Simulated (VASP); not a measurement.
Input of a VASP 6.6.1 run:

Contents of POSCAR:

```
Ru
1.0
    4.2369500023      0.0000000000      0.0000000000
   -2.1184750011      3.6693063365      0.0000000000
    0.0000000000      0.0000000000      2.6711875926
Ru
3
Direct
    0.0000000000      0.0000000000      0.0000000000
    0.3333333333      0.6666666667      0.5000000000
    0.6666666667      0.3333333333      0.5000000000
```

Contents of INCAR.step1:

```
SYSTEM = Ru
PREC = Accurate
ENCUT = 520
ISMEAR = 0
SIGMA = 0.1
LREAL = .False.
LASPH = .True.
NELM = 100
NBANDS = 28
GGA = PE
ALGO = Normal
EDIFF = 1E-4
LWAVE = .True.
LCHARG = .False.
```

INCAR.step2

```
SYSTEM = Ru
PREC = Accurate
ENCUT = 520
EDIFF = 1E-7
ISMEAR = 0
SIGMA = 0.1
LREAL = .False.
LASPH = .True.
NELM = 100
ALGO = Normal
ISIF = 2
LWAVE = .False.
LCHARG = .True.
METAGGA = R2SCAN
LMIXTAU = .True.
LELF = .True.
LVHAR = .True.
NBANDS = 28
ISTART = 1
```

Contents of KPOINTS:

```
regular mesh
0
Gamma
  6 6 6
  0 0 0
```

Potentials or basis: VASP PAW PBE potentials, release 64 (Ru_pv).

Run with:

```console
$ cat potpaw_PBE.64/Ru_pv/POTCAR > POTCAR
$ cp INCAR.step1 INCAR
$ mpirun -np 1 vasp_std > vasp.out
$ cp INCAR.step2 INCAR
$ mpirun -np 1 vasp_std > vasp.out
```

Predict the pressure.

1.5 GPa.

Estimate the band gap on the k mesh.

none (metal or under the smearing width).

Stress tensor (GPa, compression positive):
```
1.60 0.00 0.00
0.00 1.60 0.00
0.00 0.00 1.25
```

Caveat: the k mesh is coarse (spacing up to 0.39 Å⁻¹), so the values aren't converged; the PAW data sets were made with another functional, which shifts forces and pressure a little.
